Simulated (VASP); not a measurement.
# InAs (F-43m) in VASP: further runs

One crystal, InAs, is run at these levels: LDA; tasks: relaxation of cell and atoms, relaxation of the atoms.

Everything below comes from runs of VASP 6.6.1. Logs are shortened: lines on timing, memory, paths and dates and some standing lists are left out, and cuts for length are marked.

### Step 1. Starting point

Symmetry: F-43m, No. 216, cubic system. Conventional cell: a = 6.036 Å, b = 6.036 Å, c = 6.036 Å, α = 90.00°, β = 90.00°, γ = 90.00°. In (site symmetry -43m) is surrounded by 4 As at 2.61 Å. As (site symmetry -43m) has 4 In at 2.61 Å as nearest neighbours.

### Step 2. Relaxation of cell and atoms, LDA

INCAR reads:

```
PREC = Accurate
ENCUT = 600
EDIFF = 1E-6
ISMEAR = 0
SIGMA = 0.03
LREAL = False
LASPH = True
NELM = 80
ALGO = Normal
ISIF = 3
LWAVE = False
LCHARG = False
IBRION = 2
NSW = 90
EDIFFG = -0.01
```

KPOINTS reads:

```
Automatic mesh
0
Gamma
  10 10 10
```

POSCAR reads:

```
InAs
1.0
    0.0000000000      3.0180000000      3.0180000000
    3.0180000000      0.0000000000      3.0180000000
    3.0180000000      3.0180000000      0.0000000000
In As
1 1
Direct
    0.0000000000      0.0000000000      0.0000000000
    0.2500000000      0.2500000000      0.2500000000
```

Potentials or basis: VASP PAW LDA potentials, release 64 (In_d, As).

Launch:

```
cat potpaw_LDA.64/In_d/POTCAR potpaw_LDA.64/As/POTCAR > POTCAR
mpirun -np 1 vasp_std > vasp.out
```

OUTCAR:

```text
PREC = Accurate
   ENCUT = 600
   EDIFF = 1E-6
   ISMEAR = 0
   LREAL = False
   LASPH = True
   NELM = 80
   ISIF = 3
   IBRION = 2
   NSW = 90
   EDIFFG = -0.01

 ion  position               nearest neighbor table
   1  0.000  0.000  0.000-   2 2.61   2 2.61   2 2.61   2 2.61
   2  0.250  0.250  0.250-   1 2.61   1 2.61   1 2.61   1 2.61

  LATTYP: Found a face centered cubic cell.
 ALAT       =     6.0360000000

  Lattice vectors:

 A1 = (   0.0000000000,   3.0180000000,   3.0180000000)
 A2 = (   3.0180000000,   0.0000000000,   3.0180000000)
 A3 = (   3.0180000000,   3.0180000000,   0.0000000000)

Analysis of symmetry for initial positions (statically):
=====================================================================
 Subroutine PRICEL returns:
 Original cell was already a primitive cell.

 Routine SETGRP: Setting up the symmetry group for a
 face centered cubic supercell.

 Subroutine GETGRP returns: Found 24 space group operations
 (whereof 24 operations were pure point group operations)
 out of a pool of 48 trial point group operations.

The static configuration has the point symmetry T_d .

Analysis of symmetry for dynamics (positions and initial velocities):
=====================================================================
 Subroutine PRICEL returns:
 Original cell was already a primitive cell.

 Routine SETGRP: Setting up the symmetry group for a
 face centered cubic supercell.

 Subroutine GETGRP returns: Found 24 space group operations
 (whereof 24 operations were pure point group operations)
 out of a pool of 48 trial point group operations.

The dynamic configuration has the point symmetry T_d .

 Subroutine INISYM returns: Found 24 space group operations
 (whereof 24 operations are pure point group operations),
 and found     1 'primitive' translations

----------------------------------------------------------------------------------------

                                     Primitive cell

  volume of cell :      54.9778

  direct lattice vectors                    reciprocal lattice vectors
     0.000000000  3.018000000  3.018000000    -0.165672631  0.165672631  0.165672631
     3.018000000  0.000000000  3.018000000     0.165672631 -0.165672631  0.165672631
     3.018000000  3.018000000  0.000000000     0.165672631  0.165672631 -0.165672631

  length of vectors
     4.268096531  4.268096531  4.268096531     0.286953414  0.286953414  0.286953414

  position of ions in fractional coordinates (direct lattice)
     0.000000000  0.000000000  0.000000000
     0.250000000  0.250000000  0.250000000

  ion indices of the primitive-cell ions
   primitive index   ion index
                 1           1
                 2           2

----------------------------------------------------------------------------------------

 KPOINTS: Automatic mesh

Automatic generation of k-mesh.
 Grid dimensions read from file:
 generate k-points for:   10   10   10

 Generating k-lattice:

  Cartesian coordinates                     Fractional coordinates (reciprocal lattice)
    -0.016567263  0.016567263  0.016567263     0.100000000  0.000000000  0.000000000
     0.016567263 -0.016567263  0.016567263     0.000000000  0.100000000  0.000000000
     0.016567263  0.016567263 -0.016567263     0.000000000  0.000000000  0.100000000

  Length of vectors
     0.028695341  0.028695341  0.028695341

  Shift w.r.t. Gamma in fractional coordinates (k-lattice)
     0.000000000  0.000000000  0.000000000

 Subroutine IBZKPT returns following result:
 ===========================================

 Found     47 irreducible k-points:

 Following reciprocal coordinates:
            Coordinates               Weight
  0.000000  0.000000  0.000000      1.000000
  0.100000  0.000000  0.000000      8.000000
  0.200000  0.000000  0.000000      8.000000
  0.300000  0.000000  0.000000      8.000000
  0.400000  0.000000  0.000000      8.000000
  0.500000  0.000000  0.000000      4.000000
[... 16 lines left out ...]
  0.300000  0.300000  0.000000      6.000000
  0.400000  0.300000  0.000000     24.000000
 [... further k-points ...]
   k-points           NKPTS =     47   k-points in BZ     NKDIM =     47   number of bands    NBANDS=     13
   number of dos      NEDOS =    301   number of ions     NIONS =      2
   total plane-waves  NPLWV =  46656
   dimension x,y,z NGX =    36 NGY =   36 NGZ =   36
   dimension x,y,z NGXF=    72 NGYF=   72 NGZF=   72
   ions per type =               1   1
   NGX,Y,Z   is equivalent  to a cutoff of  14.02, 14.02, 14.02 a.u.
   NGXF,Y,Z  is equivalent  to a cutoff of  28.04, 28.04, 28.04 a.u.
 SYSTEM =  unknown system
   PREC   = accura    normal or accurate (medium, high low for compatibility)
   ISTART =      0    job   : 0-new  1-cont  2-samecut
   ICHARG =      2    charge: 1-file 2-atom 10-const
   ISPIN  =      1    spin polarized calculation?
   LNONCOLLINEAR =      F non collinear calculations
   LSORBIT =      F    spin-orbit coupling
   LASPH  =      T    aspherical Exc in radial PAW
   ENCUT  =  600.0 eV  44.10 Ry    6.64 a.u.   8.52  8.52  8.52*2*pi/ulx,y,z
   NELM   =     80;   NELMIN=  2; NELMDL= -5     # of ELM steps
   EDIFF  = 0.1E-05   stopping-criterion for ELM
   LREAL  =      F    real-space projection
   EDIFFG = -.1E-01   stopping-criterion for IOM
   NSW    =     90    number of steps for IOM
   IBRION =      2    ionic relax: 0-MD 1-quasi-New 2-CG
   NFREE  =      1    steps in history (QN), initial steepest desc. (CG)
   ISIF   =      3    stress and relaxation
   ISYM   =      2    0-nonsym 1-usesym 2-fastsym
   POTIM  = 0.5000    time-step for ionic-motion
   TEBEG  =    0.0;   TEEND  =   0.0 temperature during run
   PSTRESS=    0.0 pullay stress
   NELECT =      18.0000    total number of electrons
   NUPDOWN=      -1.0000    fix difference up-down
   EMIN   =  10.00;   EMAX   =-10.00  energy-range for DOS
   EFERMI =   0.00;   METHOD = LEGACY
   ISMEAR =     0;   SIGMA  =   0.03  broadening in eV -4-tet -1-fermi 0-gaus
   EFERMI_NEDOS =   21; number of points for ismear=-14 and -15
   IALGO  =     38    algorithm
   IMIX   =      4    mixing-type and parameters
     AMIX     =   0.40;   BMIX     =  1.00
     AMIX_MAG =   1.60;   BMIX_MAG =  1.00
  volume/ion in A,a.u.               =      27.49       185.50
  Fermi-wavevector in a.u.,A,eV,Ry     =   1.128331  2.132236 17.321990  1.273130
  Thomas-Fermi vector in A             =   2.265020
   LORBIT       =      0    0 simple, 1 ext, 2 COOP (PROOUT), +10 PAW based schemes
   GGA     = CA    functional components
   LHFCALC =     F    Hartree Fock is set to
   AEXX    =    0.0000 exact exchange contribution
   IVDW    =     0    specifies the selected vdW correction
   LEPSILON=     F    determine dielectric tensor
   LRPA    =     F    only Hartree local field effects (RPA)
 conjugate gradient relaxation of ions
 non-spin polarized calculation
 Gauss-broadening in eV      SIGMA  =   0.03
  energy-cutoff  :      600.00
  volume of cell :       54.98
 maximum number of plane-waves:      1854
 NGX is ok and might be reduce to    36
   NGX = 17   NGY = 17   NGZ = 17

--------------------------------------- Ionic step        1  -------------------------------------------

 number of electron      18.0000003 magnetization

 Free energy of the ion-electron system (eV)
  ---------------------------------------------------
  ext. energy  EPLUGINS =         0.00000000
  ---------------------------------------------------
  free energy    TOTEN  =        -9.02904070 eV

  energy without entropy =       -9.02899442  energy(sigma->0) =       -9.02901756

------------------------ aborting loop because EDIFF is reached ----------------------------------------

  FORCE on cell =-STRESS in cart. coord.  units (eV):
  Direction    XX          YY          ZZ          XY          YZ          ZX
  --------------------------------------------------------------------------------------
  -------------------------------------------------------------------------------------
  Total       -0.0425865     -0.0425865     -0.0425865      0.0000000      0.0000000      0.0000000
  in kB       -1.2410645     -1.2410645     -1.2410645      0.0000000      0.0000000      0.0000000
  external PRESSURE =      -1.2410645 kB  Pullay stress =       0.0000000 kB
[... 57 lines left out ...]
  energy  without entropy=       -9.0290210209  energy(sigma->0) =       -9.02904416

--------------------------------------- Ionic step        3  -------------------------------------------

 number of electron      18.0000003 magnetization

 Free energy of the ion-electron system (eV)
  ---------------------------------------------------
  ext. energy  EPLUGINS =         0.00000000
  ---------------------------------------------------
  free energy    TOTEN  =        -9.02908119 eV

  energy without entropy =       -9.02903491  energy(sigma->0) =       -9.02905805

 E-fermi :   4.4225     XC(G=0):  -9.4441

 val. band max:        4.4133957110   @ k =   0.0000   0.0000   0.0000
 cond. band min:       5.2368365418   @ k =   0.5000   0.0000   0.0000
 fundamental gap:      0.8234408308
 Fermi energy:         4.4225327455

 k-point     1 :       0.0000    0.0000    0.0000
  band No.  band energies     occupation
      1      -9.9607      2.00000
      2      -9.9607      2.00000
      3      -9.9607      2.00000
      4      -9.8290      2.00000
      5      -9.8290      2.00000
      6      -7.5490      2.00000
      7       4.0564      2.00000
      8       4.4134      1.33333
      9       4.4134      1.33333
     10       4.4134      1.33333
     11       8.2397      0.00000
     12       8.2397      0.00000
     13       8.2397      0.00000
[... 353 lines left out ...]
 k-point    24 :       0.4000    0.3000    0.0000
  band No.  band energies     occupation
      1     -10.1179      2.00000
      2      -9.8983      2.00000
      3      -9.8957      2.00000
      4      -9.8573      2.00000
      5      -9.8112      2.00000
      6      -6.0615      2.00000
      7      -0.6575      2.00000
      8       2.1634      2.00000
      9       2.4395      2.00000
     10       6.3265      0.00000
     11       7.1103      0.00000
     12      10.9673      0.00000
     13      11.7408      0.00000

 [... further k-points ...]
[... 5 lines left out ...]
  --------------------------------------------------------------------------------------
  -------------------------------------------------------------------------------------
  Total       -0.0055466     -0.0055466     -0.0055466      0.0000000      0.0000000      0.0000000
  in kB       -0.1619497     -0.1619497     -0.1619497      0.0000000      0.0000000      0.0000000
  external PRESSURE =      -0.1619497 kB  Pullay stress =       0.0000000 kB
[... 17 lines left out ...]
  FREE ENERGIE OF THE ION-ELECTRON SYSTEM (eV)
  ---------------------------------------------------
  free  energy   TOTEN  =        -9.0290811897 eV

  energy  without entropy=       -9.0290349110  energy(sigma->0) =       -9.02905805

 reached required accuracy - stopping structural energy minimisation
```

Run time: 40 s. Hardware: 1 thread of Intel Xeon Platinum 8488C (Sapphire Rapids), shared host; peak memory 0.21 GiB.

Results:

| Property | Result |
| --- | --- |
| Free energy | -9.0291 eV |
| Relaxed volume | 27.44 Å³/atom |
| Relaxed cell | a = 4.265 Å, b = 4.265 Å, c = 4.265 Å, α = 60.00°, β = 60.00°, γ = 60.00° |
| Space group after relaxing (to 0.05 Å) | F-43m (No. 216) |
| Energy gained by relaxing | 0.0 meV/atom |
| Ionic steps | 3 |
| Pressure after relaxing | 0.0 GPa |
| Band gap on the k mesh | none (metal or under the smearing width) |

Final structure:
```
CELL_PARAMETERS angstrom
0.00000 3.01608 3.01608
3.01608 0.00000 3.01608
3.01608 3.01608 0.00000
ATOMIC_POSITIONS crystal
In 0.00000 0.00000 0.00000
As 0.25000 0.25000 0.25000
```

Caveat: this crystal is a semiconductor, whose small gap the functional closes, so the metal is an error of the method.

(Continued in part 2 of 2.)
